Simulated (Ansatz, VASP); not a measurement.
# AlN: VASP beside Ansatz

Wanted: the spread between two codes on one cell, functional and k mesh. The cell is taken from a series of VASP runs on this material, whose earlier steps may have relaxed, scaled or displaced it; both programs get it as it stands.

Calculated with Ansatz 0.2.0; plane waves, with VASP 6.6.1 beside it; relaxation of cell and atoms at LDA.

## Step 1: The starting structure

It takes space group P6_3mc (No. 186, hexagonal). The conventional cell has a = 3.111 Å, b = 3.111 Å, c = 4.978 Å, α = 90.00°, β = 90.00°, γ = 120.00°. Al has 4 N at 1.89 to 1.92 Å nearest. N has 4 Al at 1.89 to 1.92 Å nearest. Farther neighbours and most contacts between anions are not listed.

## Step 2: VASP: relaxation of cell and atoms, LDA

The relaxed volume is the usual yardstick between codes: its relative difference is about their pressure difference at one cell divided by the bulk modulus.

Lines of VASP's logs that name or quote its potential files are left out, and so is its time.

INCAR

```
SYSTEM = AlN
PREC = Accurate
ENCUT = 520
EDIFF = 1E-06
NELM = 100
ISMEAR = 0
SIGMA = 0.03
LREAL = .FALSE.
ALGO = Normal
GGA = CA
NBANDS = 14
LORBIT = 11
LWAVE = .FALSE.
LCHARG = .FALSE.
KPAR = 4
IBRION = 2
NSW = 50
ISIF = 3
EDIFFG = -0.004
```

POSCAR

```
AlN
1.0
    3.1110000000      0.0000000000      0.0000000000
   -1.5555000000      2.6942050312      0.0000000000
    0.0000000000      0.0000000000      4.9780000000
Al N
2 2
Direct
    0.6666666667      0.3333333333      0.5000000000
    0.3333333333      0.6666666667      0.0000000000
    0.6666666667      0.3333333333      0.8850000000
    0.3333333333      0.6666666667      0.3850000000
```

KPOINTS

```
Automatic mesh
0
Gamma
8 8 4
0 0 0
```

The projector-augmented-wave data sets are Al and N (LDA family, release 64).

Started as:

```console
mpirun -np 4 vasp_std
```

Numbers of over 12 decimals in the logs are rounded to 6 here.

Output:

```text
[banner, memory and clock lines left out]
running    4 mpi-ranks, on    1 nodes
 distrk:  each k-point on    1 cores,    4 groups
 distr:  one band on    1 cores,    1 groups

 POSCAR found type information on POSCAR AlN
 POSCAR found :  2 types and       4 ions
 LDA part: xc-table for (Slater(with rela. corr.)+CA(PZ))
 , standard interpolation
 POSCAR, INCAR and KPOINTS ok, starting setup
 FFT: planning ... GRIDC
 FFT: planning ... GRID_SOFT
 FFT: planning ... GRID
 WAVECAR not read
 entering main loop
       N       E                     dE             d eps       ncg     rms          rms(c)
DAV:   1     0.428403406550E+02    0.42840E+02   -0.74631E+03   840   0.102E+03
DAV:   2    -0.341260488701E+02   -0.76966E+02   -0.70238E+02  1128   0.194E+02
DAV:   3    -0.378574086483E+02   -0.37314E+01   -0.37149E+01  1116   0.449E+01
DAV:   4    -0.378803548175E+02   -0.22946E-01   -0.22942E-01   972   0.417E+00
DAV:   5    -0.378805897761E+02   -0.23496E-03   -0.23495E-03  1080   0.420E-01    0.122E+01
DAV:   6    -0.329358280639E+02    0.49448E+01   -0.14102E+01   960   0.274E+01    0.439E+00
DAV:   7    -0.328895322702E+02    0.46296E-01   -0.63039E-01   972   0.527E+00    0.279E+00
DAV:   8    -0.328340203710E+02    0.55512E-01   -0.81559E-02  1008   0.259E+00    0.382E-01
DAV:   9    -0.328296384082E+02    0.43820E-02   -0.10814E-02  1134   0.740E-01    0.219E-01
DAV:  10    -0.328298279520E+02   -0.18954E-03   -0.97022E-04   942   0.201E-01    0.111E-01
DAV:  11    -0.328297684502E+02    0.59502E-04   -0.13438E-04  1044   0.902E-02    0.213E-02
DAV:  12    -0.328297680161E+02    0.43410E-06   -0.28236E-06  1010   0.130E-02
   1 F= -.32829768E+02 E0= -.32829768E+02  d E =-.328298E+02
[...]
2 F= -.32831577E+02 E0= -.32831577E+02  d E =-.180880E-02
[...]
3 F= -.32841413E+02 E0= -.32841413E+02  d E =-.116447E-01
[...]
4 F= -.32841411E+02 E0= -.32841411E+02  d E =-.116430E-01
[...]
5 F= -.32841632E+02 E0= -.32841632E+02  d E =-.221470E-03
[...]
6 F= -.32841657E+02 E0= -.32841657E+02  d E =-.245537E-03
[...]
7 F= -.32841711E+02 E0= -.32841711E+02  d E =-.545232E-04
 trial-energy change:   -0.000055  1 .order   -0.000057   -0.000217    0.000103
 step:   0.6692(harm=  0.6692)  dis= 0.00024  next Energy=   -32.841730 (dE=-0.735E-04)
 bond charge predicted
       N       E                     dE             d eps       ncg     rms          rms(c)
DAV:   1    -0.328417518178E+02   -0.41046E-04   -0.13955E-03   888   0.308E-01    0.262E-02
DAV:   2    -0.328417361287E+02    0.15689E-04   -0.22786E-05  1056   0.392E-02    0.148E-02
DAV:   3    -0.328417282885E+02    0.78403E-05   -0.12704E-05  1092   0.276E-02    0.129E-03
DAV:   4    -0.328417283195E+02   -0.31074E-07   -0.78575E-07   522   0.727E-03
   8 F= -.32841728E+02 E0= -.32841728E+02  d E =-.717867E-04
 curvature:  -0.49 expect dE=-0.140E-05 dE for cont linesearch -0.164E-07
 trial: gam= 0.02369 g(F)=  0.103E-06 g(S)=  0.277E-05 ort =-0.329E-05 (trialstep = 0.924E+00)
 search vector abs. value=  0.290E-05
 reached required accuracy - stopping structural energy minimisation
```

Parts of OUTCAR (step 2):

```text
ion  position               nearest neighbor table
   1  0.667  0.333  0.500-   4 1.89   4 1.89   4 1.89   3 1.92   2 3.07   2 3.07   2 3.07   2 3.07
                             2 3.07   2 3.07
   2  0.333  0.667  0.000-   3 1.89   3 1.89   3 1.89   4 1.92   1 3.07   1 3.07   1 3.07   1 3.07
                             1 3.07   1 3.07
   3  0.667  0.333  0.885-   2 1.89   2 1.89   2 1.89   1 1.92
   4  0.333  0.667  0.385-   1 1.89   1 1.89   1 1.89   2 1.92

  LATTYP: Found a hexagonal cell.
 ALAT       =     3.1110000000
 C/A-ratio  =     1.6001285760

 Subroutine GETGRP returns: Found 12 space group operations
 (whereof  6 operations were pure point group operations)

The static configuration has the point symmetry C_3v.
 The point group associated with its full space group is C_6v.

 Found     30 irreducible k-points:

   k-points           NKPTS =     30   k-points in BZ     NKDIM =     30   number of bands    NBANDS=     14

   dimension x,y,z NGX =    24 NGY =   24 NGZ =   40
   dimension x,y,z NGXF=    48 NGYF=   48 NGZF=   80

   ENCUT  =  520.0 eV  38.22 Ry    6.18 a.u.   5.78  5.78  9.26*2*pi/ulx,y,z

   NELECT =      16.0000    total number of electrons

 k-points in reciprocal lattice and weights: Automatic mesh
   0.00000000  0.00000000  0.00000000       0.004
   0.12500000 -0.00000000  0.00000000       0.023
   0.25000000 -0.00000000  0.00000000       0.023
   0.37500000 -0.00000000  0.00000000       0.023
   0.50000000 -0.00000000  0.00000000       0.012
   0.12500000  0.12500000  0.00000000       0.023
   0.25000000  0.12500000  0.00000000       0.047
   0.37500000  0.12500000  0.00000000       0.047
   0.25000000  0.25000000  0.00000000       0.023
[...]
0.25000000  0.25000000  0.50000000       0.023
   0.37500000  0.25000000  0.50000000       0.023

 average (electrostatic) potential at core
       1 -69.6901       2 -69.6901       3 -59.6950       4 -59.6950

 E-fermi :   6.2054

 k-point     1 :       0.0000    0.0000    0.0000
  band No.  band energies     occupation
    ...
      4       5.1951      2.00000
      5       5.1951      2.00000
      6       5.8557      2.00000
      7       5.8557      2.00000
      8       6.0828      2.00000
      9      10.4781      0.00000
     10      12.7858      0.00000
     11      16.7124      0.00000
     12      17.1579      0.00000
     13      17.1579      0.00000
    ...

 k-point     2 :       0.1250   -0.0000    0.0000
  band No.  band energies     occupation
    ...
      4       4.3093      2.00000
      5       4.9450      2.00000
      6       5.0410      2.00000
      7       5.8192      2.00000
      8       5.9894      2.00000
      9      11.2804      0.00000
     10      13.5102      0.00000
     11      15.8361      0.00000
     12      16.1066      0.00000
     13      17.7284      0.00000
    ...

 k-point     3 :       0.2500   -0.0000    0.0000
  band No.  band energies     occupation
    ...
      4       2.5521      2.00000
      5       3.5951      2.00000
      6       4.4689      2.00000
      7       5.6329      2.00000
      8       5.6530      2.00000
      9      12.3414      0.00000
     10      13.6507      0.00000
     11      14.1377      0.00000
     12      16.1223      0.00000
     13      17.6384      0.00000
    ...

  Total       -0.0083427     -0.0083427     -0.0095128      0.0000000     -0.0000000     -0.0000000
  in kB       -0.3262253     -0.3262253     -0.3719793      0.0000000     -0.0000000     -0.0000000
  external PRESSURE =      -0.3414766 kB  Pullay stress =       0.0000000 kB

  energy-cutoff  :      520.00
  volume of cell :       40.97
      direct lattice vectors                 reciprocal lattice vectors
     3.091957091  0.000000000  0.000000000     0.323419753  0.186726482 -0.000000000
    -1.545978545  2.677713388 -0.000000000     0.000000000  0.373452963 -0.000000000
     0.000000000  0.000000000  4.948815588    -0.000000000  0.000000000  0.202068552

 POSITION                                       TOTAL-FORCE (eV/Angst)
 -----------------------------------------------------------------------------------
      1.54598      0.89257      2.48191         0.000000      0.000000      0.000732
     -0.00000      1.78514      0.00750         0.000000      0.000000      0.000732
      1.54598      0.89257      4.37220        -0.000000     -0.000000     -0.000732
     -0.00000      1.78514      1.89779        -0.000000     -0.000000     -0.000732
 -----------------------------------------------------------------------------------
    total drift:                               -0.000000      0.000000     -0.000005

  FREE ENERGIE OF THE ION-ELECTRON SYSTEM (eV)
  ---------------------------------------------------
  free  energy   TOTEN  =       -32.8417283195 eV

  energy  without entropy=      -32.8417283195  energy(sigma->0) =      -32.84172832

 reached required accuracy - stopping structural energy minimisation

 total charge
# of ion       s       p       d       tot
------------------------------------------
    1        0.378   0.461   0.000   0.839
    2        0.378   0.461   0.000   0.839
    3        1.211   2.625   0.000   3.836
    4        1.211   2.625   0.000   3.836
--------------------------------------------------
tot          3.177   6.173   0.000   9.350

[... 3 further parts left out ...]
```

CONTCAR:

```
AlN
   1.00000000000000
     3.0919570906041631    0.0000000000000000    0.0000000000000000
    -1.5459785453020816    2.6777133879007509   -0.0000000000000000
     0.0000000000000000    0.0000000000000000    4.9488155884835212
  Al              N
     2     2
Direct
     0.6666666667000030    0.3333333332999970    0.5015154486030536
     0.3333333332999970    0.6666666667000030    0.0015154486030536
     0.6666666667000030    0.3333333332999970    0.8834845513969444
     0.3333333332999970    0.6666666667000030    0.3834845513969445
```

The run keeps the 12 symmetry operations of its start, so it cannot find a distortion of lower symmetry.

## Step 3: Ansatz: relaxation of cell and atoms, LDA

Ansatz runs on its default PAW (the set named soft_2) files.

The same cell, functional (in two slightly different forms), mesh and smearing now go to Ansatz, which takes its cutoff from its data sets.

input.yaml

```yaml
crystal:
  lattice:
    - [3.111, 0.0, 0.0]
    - [-1.5555, 2.6942050312, 0.0]
    - [0.0, 0.0, 4.978]
  atoms:
    - { symbol: Al, position: [0.6666666667, 0.3333333333, 0.5] }
    - { symbol: Al, position: [0.3333333333, 0.6666666667, 0.0] }
    - { symbol: "N", position: [0.6666666667, 0.3333333333, 0.885] }
    - { symbol: "N", position: [0.3333333333, 0.6666666667, 0.385] }
hamiltonian:
  xc: lda
  pseudopotentials: { kind: paw }
kpoints:
  mp_grid: { grid: [8, 8, 4] }
scf:
  occupations: { method: gaussian, width: 0.03 }
relax:
  f_tol: 0.01
  max_steps: 60
  cell: { stress_tol: 0.05 }
output:
  forces: true
  stress: true
```

Started as:

```console
ansatz run input.yaml --threads 4 --pin off --max-ram 9216MiB --backend cpu --events-out ev --progress --plain --runs-dir out
```

Output:

```text
Engine: ansatz 0.2.0, x86_64-unknown-linux-gnu
Pseudopotentials: kind: paw
Pseudopotential: Al, paw, valence charge 3, recommended cutoff 420 eV (normal), Al.paw.azcp
Pseudopotential: N, paw, valence charge 5, recommended cutoff 420 eV (normal), N.paw.azcp
Functional definition: SPW92
  exchange = slater_x
  correlation = pw_c
Crystal: 4 atoms, lattice volume = 41.724 Å³
Basis set: ecut = 420 eV, 809 PW (Γ)
Bands: 12, of which v1, the nominal top of the filled ones, is band 8 counted from 1 (7 counted from 0)
Symmetry: 12 space group operations
Space group: P63mc (ITA 186), of the structure as read, at distance tolerance 3.5e-5 Å
k-points: 30 of 256 (time reversal used)
Non-local potential: Al, projectors of the file, l = 0: 2, l = 1: 2, l = 2: 1
Non-local potential: N, projectors of the file, l = 0: 2, l = 1: 2, l = 2: 1
PAW form: soft (Blöchl's): semilocal exchange-correlation on the pseudo side does not see the compensation charge
PAW frozen core: Al, regenerated for the run's functional, and the local potential with it (the file was generated under x = pbe(κ = 0.804, μ = 0.219515), c = pbe(β = 0.066725))
PAW frozen core: N, regenerated for the run's functional, and the local potential with it (the file was generated under x = pbe(κ = 0.804, μ = 0.219515), c = pbe(β = 0.066725))
PAW one-centre angular grid: Al, 110 points (default); XC on 64 Gauss nodes
PAW one-centre angular grid: N, 110 points (default); XC on 64 Gauss nodes
Initial density: superposition of atomic densities (neutral atoms: chi_scale 0, normalization atom), corrected by the library's trained network
Initial wavefunctions: pseudopotential atomic-orbital guess
Functional: x = slater, c = lda
SCF iter   1: F=—  HF=-1779.711877 eV  |F-HF|=—  |Δ(HF+E_count)|=         —  Δρ=9.29e-3  dr2=4.15e-2  ethr=1.77e-3  ⟨swp⟩=6.0  Hψ=2383  notcnv=0
preconditioner: auto → none  [insulator: Δε(μ)=4.102 eV  Ē_g=12.912 eV  σ=0.030 eV  W_gap=1.00  n_scr=2 (ndim 8)  ℏωp=23.0 eV  f_vac=0.000  D(μ)=0.00/eV (n_scr^D=0)  ε∞_Penn≈4.2]
SCF iter   2: F=—  HF=-1779.699664 eV  |F-HF|=—  |Δ(HF+E_count)|=   1.22e-2  Δρ=2.49e-3  dr2=1.40e-3  ethr=2.59e-4  ⟨swp⟩=2.9  Hψ=852  notcnv=0
SCF iter   3: F=—  HF=-1779.699129 eV  |F-HF|=—  |Δ(HF+E_count)|=   5.35e-4  Δρ=8.46e-4  dr2=1.31e-4  ethr=8.75e-6  ⟨swp⟩=1.5  Hψ=429  notcnv=0
SCF iter   4: F=—  HF=-1779.699072 eV  |F-HF|=—  |Δ(HF+E_count)|=   5.71e-5  Δρ=2.43e-5  dr2=1.09e-7  ethr=8.21e-7  ⟨swp⟩=2.0  Hψ=562  notcnv=0
SCF iter   5: F=—  HF=-1779.699072 eV  |F-HF|=—  |Δ(HF+E_count)|=   7.49e-7  Δρ=5.02e-6  dr2=6.29e-9  ethr=6.83e-10  ⟨swp⟩=2.0  Hψ=600  notcnv=0
SCF iter   6: F=-1779.699072 eV  HF=-1779.699072 eV  |F-HF|=2.27e-12  |Δ(HF+E_count)|=   1.79e-9  Δρ=5.01e-7  dr2=5.34e-11  ethr=3.93e-11  ⟨swp⟩=2.0  Hψ=1080  notcnv=0
SCF 1 converged in 6 iterations: F = -1779.699072 eV  dr2 = 5.34e-11
  greatest PAW one-centre occupation: 0.781 electrons in one spin orbital (limit 2), on the N atom at site 3 (counted from 0), in its partial waves of l = 0
relax step   1: F+E_penalty+E_count = -1779.69907244 eV  Δ(F+E_penalty+E_count) = +0.000e0 eV  max|allowed force component| = 1.832e-1 eV/Å  Δτ_max = 0.0000 Å  P = -4.350 GPa  Ω = 41.724 Å³  (6 SCF iters, dr2 threshold 1.00e-7 eV, accepted)
[...]
relax step   2: F+E_penalty+E_count = -1779.71128597 eV  Δ(F+E_penalty+E_count) = -1.221e-2 eV  max|allowed force component| = 1.367e-1 eV/Å  Δτ_max = 0.0021 Å  P = -2.146 GPa  Ω = 41.278 Å³  energy of the carried Pulay correction = +1.851e-3 eV  (6 SCF iters, dr2 threshold 4.00e-7 eV, accepted)
[...]
relax step   3: F+E_penalty+E_count = -1779.71713122 eV  Δ(F+E_penalty+E_count) = -5.845e-3 eV  max|allowed force component| = 2.695e-2 eV/Å  Δτ_max = 0.0064 Å  P = -0.106 GPa  Ω = 40.889 Å³  energy of the carried Pulay correction = +3.482e-3 eV  (6 SCF iters, dr2 threshold 4.00e-7 eV, accepted)
[...]
relax step   4: F+E_penalty+E_count = -1779.71728180 eV  Δ(F+E_penalty+E_count) = -1.506e-4 eV  max|allowed force component| = 2.527e-4 eV/Å  Δτ_max = 0.0010 Å  P = -0.003 GPa  Ω = 40.869 Å³  energy of the carried Pulay correction = +3.569e-3 eV  (6 SCF iters, dr2 threshold 1.22e-7 eV, accepted)
[...]
relax step   5: F+E_penalty+E_count = -1779.71401391 eV  Δ(F+E_penalty+E_count) = +3.268e-3 eV  max|allowed force component| = 3.544e-4 eV/Å  Δτ_max = 0.0000 Å  P = -0.144 GPa  Ω = 40.869 Å³  stress off target by 1.45e-1 GPa  SCF on the basis re-selected at this cell (its energy is not comparable with the rows above)  (6 SCF iters)
[...]
relax step   6: F+E_penalty+E_count = -1779.71414081 eV  Δ(F+E_penalty+E_count) = -1.269e-4 eV  max|allowed force component| = 1.533e-4 eV/Å  Δτ_max = 0.0001 Å  P = -0.001 GPa  Ω = 40.841 Å³  energy of the carried Pulay correction = +1.153e-4 eV  (6 SCF iters, dr2 threshold 5.22e-8 eV, accepted)
[...]
relax step   7: F+E_penalty+E_count = -1779.71398502 eV  Δ(F+E_penalty+E_count) = +1.558e-4 eV  max|allowed force component| = 1.422e-4 eV/Å  Δτ_max = 0.0000 Å  P = -0.003 GPa  Ω = 40.841 Å³  stress off target by 3.02e-2 GPa  SCF on the basis re-selected at this cell (its energy is not comparable with the rows above)  (7 SCF iters)
basis re-selected at this cell: Δ(F+E_penalty+E_count) = +1.558e-4 eV, ΔP = -0.002 GPa vs the last step (what re-selecting the basis moved, of the pressure what is left beyond the Pulay correction that the steps carried, after the strain that the cell walked since its last selection, with what the two solves' SCF thresholds leave and, on support functions, any second-order correction that the steps lacked; it is no m [...]
SCF converged after 7 iterations
Free energy (F): -1779.713985 eV
Harris-Foulkes:  -1779.713985 eV  (|F-HF|=4.55e-13)
Internal energy: -1779.713985 eV  (E = F + TS)
E sigma→0 (E₀):  -1779.713985 eV
Fermi energy:    9.311553 eV
--- Per-component energies (eV) ---
  E_band       = 29.479461
  E_kinetic    = 319.545503
  E_local      = -445.253824  (includes V_loc(G=0)·N_el)
  E_nonlocal   = 115.274741
  E_hartree    = 152.624568
  E_xc         = -201.679663
  E_vxc        = -215.785958  (∫ρ·V_xc dr)
  E_paw        = -1124.218948  (= ΣΔE_a)
  E_vpaw       = -49.550319  (= ΣTr[D̂ρ^β])
  E_aug_tail   = 0.000182  (compensation charges beyond the density's cutoff)
  E_ewald      = -596.278066
  E_core_change = 0.271521  (= ΣΔE_core)
  E_smearing   = -0.000000  (= −TS)
  E_closure    = 0.000000  (closes the sum)
  Σ components = -1779.713985   (vs F -1779.713985, Δ=0.00e0)
--- Forces (eV/Å), atoms counted from 1 ---
  atom   1  Al     0.00000000     0.00000000     0.00014633
  atom   2  Al     0.00000000    -0.00000000     0.00014633
  atom   3  N      0.00000000    -0.00000000    -0.00013816
  atom   4  N     -0.00000000     0.00000000    -0.00013816
  max |Σ_I F_I| component: 1.64e-5 eV/Å
--- Stress (GPa, compression-positive) ---
       -0.019530       0.000000       0.000000
        0.000000      -0.019530       0.000000
        0.000000       0.000000       0.030231
  P = ⅓ Tr σ = -0.0029 GPa (-0.029 kbar)
--- Relaxed structure (5 steps of the walk, 5 accepted, 2 SCFs on fresh bases) ---
  F+E_penalty+E_count = -1779.71398502 eV   max|allowed force component| = 1.422e-4 eV/Å   (the final SCF, on the basis selected at the relaxed cell)
  cell:  # Å, volume = 40.8410 Å³
    - [3.088912, 0.0, 0.0]
    - [-1.544456, 2.675076, 0.0]
    - [0.0, 0.0, 4.942585]
  atoms:
    - { symbol: Al, position: [0.666667, 0.333333, 0.501489] }
    - { symbol: Al, position: [0.333333, 0.666667, 0.00148857] }
    - { symbol: N, position: [0.666667, 0.333333, 0.883511] }
    - { symbol: N, position: [0.333333, 0.666667, 0.383511] }
```

Elapsed: 3.5 s, on 4 threads of Intel Xeon Platinum 8375C at 2.90GHz (Ice Lake), shared host; peak memory 0.39 GiB; 8.4 s of CPU time.

## Step 4: Differences

Known differences besides the potentials themselves: the two LDA forms differ slightly; both relaxations stop at a tolerance, which leaves soft axes loose, and VASP keeps its plane-wave basis; the cutoff is 420 eV in Ansatz and 520 eV in VASP; VASP's log shows a relativistic correction to its local exchange, Ansatz's none; Ansatz adds a Pulay correction to the stress that steers its cell, VASP none. Total energies have different zeros and are not compared.

Compared:

```
                                         quantity  Ansatz   VASP  difference
                                      volume (Å³)   40.84  40.97     -0.32 %
edge a after relaxation, in the typed setting (Å)   3.089  3.092     -0.10 %
edge c after relaxation, in the typed setting (Å)   4.943  4.949     -0.13 %
```

The walks stopped with 0.00 GPa left in Ansatz and -0.03 GPa in VASP; each walk ends within a tolerance, so the volume difference is uncertain by about these residues over the bulk modulus, most in soft cells.

## Step 5: What came out

* difference in volume (relaxation of cell and atoms, LDA): -0.32 %

**Reading.** The difference in volume is -0.32 % (relaxation of cell and atoms, LDA), within the 1.2 % picked in this series as the mark of a large difference, as far as the stopping tolerances let one tell. Such differences can come from data sets, numerical settings and the points named under the comparisons, not from the functional's error against experiment.

[Lines on the potential files, build, host, timing and source positions are cut from VASP's logs without a mark.]

[Logs are printed without paths, hosts, clocks, repeated set-up lines and the standing remarks that a program may print on its own settings, such as how far it seeks lower states.]

[Hosts, paths, dates, database ids (printed as entryN), source tags and the programs' standing remarks are cut or masked in the printed files.]
